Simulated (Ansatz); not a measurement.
Input and command of a plane-wave DFT calculation in Ansatz:

```yaml
crystal:
  lattice:
    - [4.6222093067, 0.0, 0.0]
    - [0.0, 4.2697016003, 0.0]
    - [0.0, 0.0, 7.798384]
  atoms:
    - { symbol: Na, position: [0.25, 0.5, 0.275031] }
    - { symbol: Na, position: [0.75, 0.5, 0.724969] }
    - { symbol: I, position: [0.25, 0.0, 0.742427] }
    - { symbol: I, position: [0.75, 0.0, 0.257573] }
basis:
  ecutwfc: 420
kpoints:
  mp_grid: { grid: [4, 4, 4] }
hamiltonian:
  xc: pbe
scf:
  occupations: { method: gaussian, width: 0.1 }
  lower_state_search: "off"
output:
  forces: true
  stress: true
  eigenvalues: true
```

```bash
ansatz run input.yaml --threads 1 --pin off --max-ram 2560MiB --backend cpu --events-out ev --progress --plain --runs-dir out
```

Processor: Intel(R) Xeon(R) Platinum 8175M CPU @ 2.50GHz (Skylake/Cascade Lake), 1 thread, on a host shared with other jobs.

Problem. How long does it run, and how much memory does it take?

Solution. About 6.9 s on 1 thread of Intel(R) Xeon(R) Platinum 8175M CPU @ 2.50GHz (Skylake/Cascade Lake) (shared host), peak memory 0.47 GiB. It solves 32 bands at 27 k points (the mesh reduced by the symmetry that the task leaves, which can be less than the crystal's) with about 3011 plane waves, in 8 SCF iterations.
